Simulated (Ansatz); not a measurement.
ZrO₂ in space group P2_1/c (No. 14; Zr on 4e, O on 4e, O on 4e) is relaxed with the program Ansatz at the r²SCAN level (PAW). What lattice parameters of the conventional cell result?

a = 5.154 Å, b = 5.226 Å, c = 5.332 Å, β = 99.4°.

Give the free coordinates with the occupied sites.

In one choice of origin and axes:

| atom | site | symmetry | x | y | z |
|---|---|---|---|---|---|
| Zr | 4e | 1 | 0.2761 | 0.0422 | 0.2097 |
| O | 4e | 1 | 0.0687 | 0.3327 | 0.3448 |
| O | 4e | 1 | 0.5503 | 0.2573 | 0.0222 |

Is it a metal or does it have a gap at this level?

A gap of 4.16 eV, indirect.

The cell was relaxed with r²SCAN under the symmetry of its start. The run is not spin-polarised. Spin–orbit coupling is left out wherever it is not named.

Potentials: the later of the program's two PAW sets.
